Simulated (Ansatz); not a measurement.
PBE against r2SCAN: RuO2, tensor shear ε_xy = −2.09 %

Start from RuO2 in the rutile structure (space group P4_2/mnm, No. 136; a = 4.523 Å, c = 3.119 Å). Axes: x, y, z lie along a, b, c of the conventional cell.

(Cell as relaxed with PBE.)

Levels (all Ansatz, a program for electronic structure, PAW): PBE (420 eV, without spin-orbit coupling); r2SCAN (500 eV, without spin-orbit coupling).

Each level relaxes its own structure.

| base | PBE | r2SCAN |
|---|---|---|
| volume per atom | 10.64 Å³ | 10.39 Å³ |
| lattice parameter a | 4.523 Å | 4.480 Å |
| band gap | zero | zero |

It is then changed as follows: tensor shear ε_xy = −2.09 % (engineering shear γ = -0.0418); the atoms relax in the strained cell.

| quantity | PBE | r2SCAN |
|---|---|---|
| shortest interatomic distance | 1.921 Å | ? |
| pressure (mean of the normal stresses, compression positive) | 0.6 GPa | ? |
| energy relative to the base (free energy F) | +13 meV/atom | ? |
| band gap | zero | ? |

What does r2SCAN give?


- shortest interatomic distance, r2SCAN: 1.901 Å
- pressure (mean of the normal stresses, compression positive), r2SCAN: 0.6 GPa
- energy relative to the base (free energy F), r2SCAN: +14 meV/atom
- band gap, r2SCAN: zero

PBE's shortest interatomic distance lies 0.020 Å above r2SCAN's (1.1 %); PBE's energy relative to the base lies 1.1 meV/atom below r2SCAN's; the two agree on the pressure and band gap. Neither level is exact; r2SCAN is the comparison here, not a measurement.

Without a gap, meshes like the base's 10×10×15 leave anisotropic stresses uncertain by several tenths of a GPa, and small strain energies with them. Stability against distortions was not tested. Seeded moments were not kept for the base. No Hubbard U is applied, and correlation can decide whether such a compound is a metal. The final runs are not spin-polarised.
